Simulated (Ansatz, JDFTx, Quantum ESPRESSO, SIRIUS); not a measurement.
**HfC: 4 runs at one level of theory**

```
Hf C
1.0
     0.00000    2.32500    2.32500
     2.32500    0.00000    2.32500
     2.32500    2.32500    0.00000
Hf C
1 1
Direct
  0.50000 0.50000 0.50000
  0.00000 0.00000 0.00000
```

Alike in all runs: task equation of state; functional LDA; k mesh 10 × 10 × 10; occupations fermi-dirac, width 0.05 eV; no spin polarisation; no spin-orbit coupling. LDA stands for any of its common fits.

```csv
program and potentials,plane-wave cutoff (eV),notes,equilibrium volume (Å³/atom),bulk modulus (GPa)
"JDFTx, PseudoDojo-SR-LDA-0.4.1-standard",1116,-,11.87,267.6
"Ansatz, all-electron LAPW, scalar-relativistic",-,-,11.96,261.4
"SIRIUS, all-electron FP-LAPW, apw+lo standard",-,-,11.96,260.5
"Quantum ESPRESSO, PseudoDojo 0.4.1 SR LDA standard",1116,-,11.87,267.6
```

The equilibrium volume spans 11.87 (Quantum ESPRESSO, PseudoDojo 0.4.1 SR LDA standard) to 11.96 Å³/atom (Ansatz, all-electron LAPW, scalar-relativistic), with all-electron results at 11.96. The bulk modulus spans 260.5 (SIRIUS, all-electron FP-LAPW, apw+lo standard) to 267.6 GPa (JDFTx, PseudoDojo-SR-LDA-0.4.1-standard), with all-electron results at 260.5 to 261.4.

Differences between rows come from potentials, basis sets and numerical settings, since the functional is the same but for its coding. Runs on potential files found faulty are left out.
